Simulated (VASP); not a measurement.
# AlN (P6_3mc) in VASP: notebook

Aim: see how the results for AlN move with the level of theory and the settings. Levels: LDA, PBEsol. Tasks: relaxation of cell and atoms.

Everything below comes from runs of VASP 6.6.1. Logs are shortened: lines on timing, memory, paths and dates and some standing lists are left out, and cuts for length are marked.

## (1) The crystal as given

The structure is hexagonal, space group P6_3mc (No. 186). The conventional cell has a = 3.091 Å, b = 3.091 Å, c = 4.947 Å, α = 90.00°, β = 90.00°, γ = 120.00°. Al (site symmetry 3m) has 4 N at 1.88 to 1.89 Å as nearest neighbours. N (site symmetry 3m) has 4 Al at 1.88 to 1.89 Å as nearest neighbours.

## (2) Relaxation of cell and atoms, LDA

File INCAR:

```
SYSTEM = AlN
PREC     = Accurate       ! precision mode
ENCUT    = 600            ! plane-wave cutoff, eV
EDIFF    = 1E-7           ! SCF threshold, eV
ISMEAR   = 0              ! smearing method
SIGMA    = 0.03           ! smearing width, eV
LREAL    = .False.        ! projectors in reciprocal space
LASPH    = .True.         ! aspherical terms in the spheres
NELM     = 80             ! most SCF steps
ALGO     = Normal         ! electronic algorithm
ISIF     = 3              ! what is computed and relaxed
LWAVE    = .False.        ! write WAVECAR
LCHARG   = .False.        ! write CHGCAR
IBRION   = 2              ! ionic algorithm
NSW      = 90             ! ionic steps
EDIFFG   = -0.005         ! ionic threshold
```

File KPOINTS:

```
Automatic mesh
0
Gamma
  12 12 6
  0 0 0
```

File POSCAR:

```
AlN                                     
1.0
    3.0908828176      0.0000000000      0.0000000000
   -1.5454414088      2.6767830402      0.0000000000
    0.0000000000      0.0000000000      4.9467950279
  Al              N             
     2     2
Direct
     0.3333333332999970    0.6666666667000030    0.9990489473736224
     0.6666666667000030    0.3333333332999970    0.4990489473736223
     0.3333333332999970    0.6666666667000030    0.3809510526263803
     0.6666666667000030    0.3333333332999970    0.8809510526263802
```

Potentials or basis: VASP PAW LDA potentials, release 64 (Al, N).

On the command line:

```console
$ cat potpaw_LDA.64/Al/POTCAR potpaw_LDA.64/N/POTCAR > POTCAR
$ mpirun -np 1 vasp_std > vasp.out
```

OUTCAR:

```text
SYSTEM = AlN
   PREC = Accurate
   ENCUT = 600
   EDIFF = 1E-7
   ISMEAR = 0
   LREAL = .False.
   LASPH = .True.
   NELM = 80
   ISIF = 3
   IBRION = 2
   NSW = 90
   EDIFFG = -0.005

 ion  position               nearest neighbor table
   1  0.333  0.667  0.999-   4 1.88   4 1.88   4 1.88   3 1.89   2 3.05   2 3.05   2 3.05   2 3.05
                             2 3.05   2 3.05
   2  0.667  0.333  0.499-   3 1.88   3 1.88   3 1.88   4 1.89   1 3.05   1 3.05   1 3.05   1 3.05
                             1 3.05   1 3.05
   3  0.333  0.667  0.381-   2 1.88   2 1.88   2 1.88   1 1.89
   4  0.667  0.333  0.881-   1 1.88   1 1.88   1 1.88   2 1.89

  LATTYP: Found a hexagonal cell.
 ALAT       =     3.0908828176
 C/A-ratio  =     1.6004472896

  Lattice vectors:

 A1 = (   3.0908828176,   0.0000000000,   0.0000000000)
 A2 = (  -1.5454414088,   2.6767830402,   0.0000000000)
 A3 = (   0.0000000000,   0.0000000000,   4.9467950279)

Analysis of symmetry for initial positions (statically):
=====================================================================
 Subroutine PRICEL returns:
 Original cell was already a primitive cell.

 Routine SETGRP: Setting up the symmetry group for a
 hexagonal supercell.

 Subroutine GETGRP returns: Found 12 space group operations
 (whereof  6 operations were pure point group operations)
 out of a pool of 24 trial point group operations.

The static configuration has the point symmetry C_3v.
 The point group associated with its full space group is C_6v.

Analysis of symmetry for dynamics (positions and initial velocities):
=====================================================================
 Subroutine PRICEL returns:
 Original cell was already a primitive cell.

 Routine SETGRP: Setting up the symmetry group for a
 hexagonal supercell.

 Subroutine GETGRP returns: Found 12 space group operations
 (whereof  6 operations were pure point group operations)
 out of a pool of 24 trial point group operations.

The dynamic configuration has the point symmetry C_3v.
 The point group associated with its full space group is C_6v.

 Subroutine INISYM returns: Found 12 space group operations
 (whereof  6 operations are pure point group operations),
 and found     1 'primitive' translations

----------------------------------------------------------------------------------------

                                     Primitive cell

  volume of cell :      40.9279

  direct lattice vectors                    reciprocal lattice vectors
     3.090882818  0.000000000  0.000000000     0.323532162  0.186791381  0.000000000
[... 112 lines left out ...]
  Fermi-wavevector in a.u.,A,eV,Ry     =   1.197039  2.262076 19.495819  1.432902
  Thomas-Fermi vector in A             =   2.332964
   LORBIT       =      0    0 simple, 1 ext, 2 COOP (PROOUT), +10 PAW based schemes
   GGA     = CA    functional components
   LHFCALC =     F    Hartree Fock is set to
   AEXX    =    0.0000 exact exchange contribution
   IVDW    =     0    specifies the selected vdW correction
   LEPSILON=     F    determine dielectric tensor
   LRPA    =     F    only Hartree local field effects (RPA)
 conjugate gradient relaxation of ions
 non-spin polarized calculation
 Gauss-broadening in eV      SIGMA  =   0.03
  energy-cutoff  :      600.00
  volume of cell :       40.93
 maximum number of plane-waves:      1387
 NGX is ok and might be reduce to    28
   NGX = 13   NGY = 13   NGZ = 19

--------------------------------------- Ionic step        1  -------------------------------------------

 number of electron      15.9999999 magnetization

 Free energy of the ion-electron system (eV)
  ---------------------------------------------------
  ext. energy  EPLUGINS =         0.00000000
  ---------------------------------------------------
  free energy    TOTEN  =       -32.84252916 eV

  energy without entropy =      -32.84252916  energy(sigma->0) =      -32.84252916

------------------------ aborting loop because EDIFF is reached ----------------------------------------

  FORCE on cell =-STRESS in cart. coord.  units (eV):
  Direction    XX          YY          ZZ          XY          YZ          ZX
  --------------------------------------------------------------------------------------
  -------------------------------------------------------------------------------------
  Total        0.0215439      0.0215439      0.0371848      0.0000000      0.0000000      0.0000000
  in kB        0.8433642      0.8433642      1.4556475      0.0000000      0.0000000      0.0000000
  external PRESSURE =       1.0474586 kB  Pullay stress =       0.0000000 kB
[... 63 lines left out ...]
--------------------------------------- Ionic step        3  -------------------------------------------

 number of electron      15.9999999 magnetization

 Free energy of the ion-electron system (eV)
  ---------------------------------------------------
  ext. energy  EPLUGINS =         0.00000000
  ---------------------------------------------------
  free energy    TOTEN  =       -32.84253708 eV

  energy without entropy =      -32.84253708  energy(sigma->0) =      -32.84253708

 E-fermi :   6.2824     XC(G=0): -11.3319

 val. band max:        6.0880655831   @ k =   0.0000   0.0000   0.0000
 cond. band min:      10.4891869639   @ k =   0.0000   0.0000   0.0000
 fundamental gap:      4.4011213808
 Fermi energy:         6.2824311303

 k-point     1 :       0.0000    0.0000    0.0000
  band No.  band energies     occupation
      1      -9.0686      2.00000
      2      -6.7836      2.00000
      3      -0.0537      2.00000
      4       5.2008      2.00000
      5       5.2008      2.00000
      6       5.8614      2.00000
      7       5.8614      2.00000
      8       6.0881      2.00000
      9      10.4892      0.00000
     10      12.7973      0.00000
     11      16.7227      0.00000
     12      17.1686      0.00000
[... 331 lines left out ...]
 k-point    24 :       0.3333   -0.0000    0.1667
  band No.  band energies     occupation
      1      -7.6739      2.00000
      2      -6.3491      2.00000
      3       1.0647      2.00000
      4       2.0774      2.00000
      5       2.6755      2.00000
      6       4.2685      2.00000
      7       5.2747      2.00000
      8       5.4122      2.00000
      9      11.9093      0.00000
     10      12.6781      0.00000
     11      14.6288      0.00000
     12      16.2471      0.00000

 [... further k-points ...]
[... 5 lines left out ...]
  --------------------------------------------------------------------------------------
  -------------------------------------------------------------------------------------
  Total        0.0000026      0.0000026     -0.0013573      0.0000000      0.0000000     -0.0000000
  in kB        0.0001027      0.0001027     -0.0531058      0.0000000      0.0000000     -0.0000000
  external PRESSURE =      -0.0176335 kB  Pullay stress =       0.0000000 kB
[... 19 lines left out ...]
  FREE ENERGIE OF THE ION-ELECTRON SYSTEM (eV)
  ---------------------------------------------------
  free  energy   TOTEN  =       -32.8425370795 eV

  energy  without entropy=      -32.8425370795  energy(sigma->0) =      -32.84253708

 reached required accuracy - stopping structural energy minimisation
```

Run time: 32 s. Hardware: 1 thread of Intel Xeon Platinum 8559C (Emerald Rapids), shared host; peak memory 0.17 GiB.

Results:

- Free energy: -32.8425 eV
- Relaxed volume: 10.24 Å³/atom
- Relaxed cell: a = 3.091 Å, b = 3.091 Å, c = 4.948 Å, α = 90.00°, β = 90.00°, γ = 120.00°
- Space group after relaxing (to 0.05 Å): P6_3mc (No. 186)
- Energy gained by relaxing: 0.0 meV/atom
- Ionic steps: 3
- Pressure after relaxing: 0.0 GPa
- Band gap on the k mesh: 4.40 eV, direct

Final structure:
```
Al N
1.0
     3.09129    0.00000    0.00000
    -1.54564    2.67714    0.00000
     0.00000    0.00000    4.94792
Al N
2 2
Direct
  0.33333 0.66667 0.99903
  0.66667 0.33333 0.49903
  0.33333 0.66667 0.38097
  0.66667 0.33333 0.88097
```

Levels at points of the mesh, in eV from the valence-band top:
```
           k point  band 5  band 6  band 7  band 8  band 9  band 10  band 11  band 12
(0.00, 0.00, 0.00)   -0.89   -0.23   -0.23    0.00    4.40     6.71    10.63    11.08
(0.50, 0.00, 0.00)   -3.43   -2.14   -1.84   -0.71    5.72     5.72     8.25    10.27
(0.00, 0.00, 0.50)   -0.57   -0.57   -0.57   -0.57    6.59     6.59    10.30    10.30
(0.50, 0.00, 0.50)   -1.51   -1.51   -1.40   -1.40    5.25     5.25     9.19     9.19
```

A k mesh can miss the band edges. LDA gaps usually lie below the measured ones, often by a third to a half.

(Part 1 of 2 ends here.)
